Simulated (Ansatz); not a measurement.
# Structure search for BaH

The calculation used DFT PBE, scalar-relativistic, plane waves, PAW in Ansatz 0.2.0. All cells share a 420 eV cutoff and Γ-centred k meshes spaced at most about 0.3 Å⁻¹ (about 0.25 or finer for metals, 2π included). No spin polarisation.

Formation energies are uncorrected and refer to the elements' standard structures at the same level (H₂ as a molecule).

All energies are static (0 K, no zero-point motion). The comparison covers the computed candidates alone. For metals, differences of a few meV/atom aren't resolved. With hydrogen, zero-point motion can shift formation energies by some tens of meV/atom.

Invented guesses were relaxed alike, and ends that match in structure were merged. ΔE counts from the first row. Coordination counts H atoms around Ba (those within 1.25 times the shortest such distance or 1.15 times the sum of covalent radii). The ends were matched against large subsets of the Crystallography Open Database and the Materials Project, so a missing match doesn't prove that a structure is unreported.

```
#                           reached from               type and space group  atoms  Å³/atom  coordination  ΔE (meV/atom)  gap on mesh (eV)  in databases                                                checks
1                            random cell         rock salt, Fm-3m (No. 225)      2     24.5          Ba 6              0              0.00      no match  no imaginary mode at Γ (other wave vectors untested)
2                   TiAs type (P6_3/mmc)                 P6_3/mmc (No. 194)      8     25.2          Ba 6              4              0.00      no match                                                     -
3  AgI type (I-4m2), changed on relaxing       zinc blende, F-43m (No. 216)      2     28.9          Ba 4             17              0.00      no match                                                     -
4                       YCu type (Pm-3m)  caesium chloride, Pm-3m (No. 221)      2     22.7          Ba 8            337              0.00      no match                                                     -
```

The first two are tied within the noise. The first: Space group Fm-3m (No. 225), cubic, a = 5.810 Å. Ba has 6 H at 2.90 Å; around H lie 6 Ba at 2.90 Å. Its energy over the elements is −0.26 eV/atom. It lies below the elements, which doesn't yet make it stable against other compounds or structures. An observed structure of this formula, if there is one, may be missing.

```cif
data_structure
_symmetry_space_group_name_H-M 'Fm-3m'
_symmetry_Int_Tables_number 225
_cell_length_a 5.8095
_cell_length_b 5.8095
_cell_length_c 5.8095
_cell_angle_alpha 90.000
_cell_angle_beta 90.000
_cell_angle_gamma 90.000
_cell_volume 196.07
loop_
_atom_site_label
_atom_site_type_symbol
_atom_site_symmetry_multiplicity
_atom_site_Wyckoff_symbol
_atom_site_fract_x
_atom_site_fract_y
_atom_site_fract_z
_atom_site_occupancy
Ba1 Ba 4 a 0.00000 0.00000 0.00000 1
H1 H 4 b 0.50000 0.00000 0.00000 1
```

The second: Space group P6_3/mmc (No. 194), hexagonal, a = 4.198 Å, c = 13.212 Å. Ba on a site of symmetry -3m is surrounded by 6 H at 2.88 Å; Ba on a site of symmetry -6m2 is surrounded by 6 H at 2.99 Å; around H lie 6 Ba at 2.88–2.99 Å. Counting H atoms around Ba, the first and the second both have Ba 6. Shaken at random and relaxed again, row 1 came back. Cells without such a test can be saddle points.

```xyz
8
Lattice="4.1980 0.0000 0.0000 -2.0990 3.6356 0.0000 0.0000 0.0000 13.2119" Properties=species:S:1:pos:R:3 pbc="T T T"
Ba    0.0000    0.0000    0.0000
Ba    0.0000    0.0000    6.6060
Ba    0.0000    2.4237    9.9090
Ba    2.0990    1.2119    3.3030
H     0.0000    2.4237    1.5545
H     2.0990    1.2119    8.1604
H     0.0000    2.4237    5.0515
H     2.0990    1.2119   11.6575
```
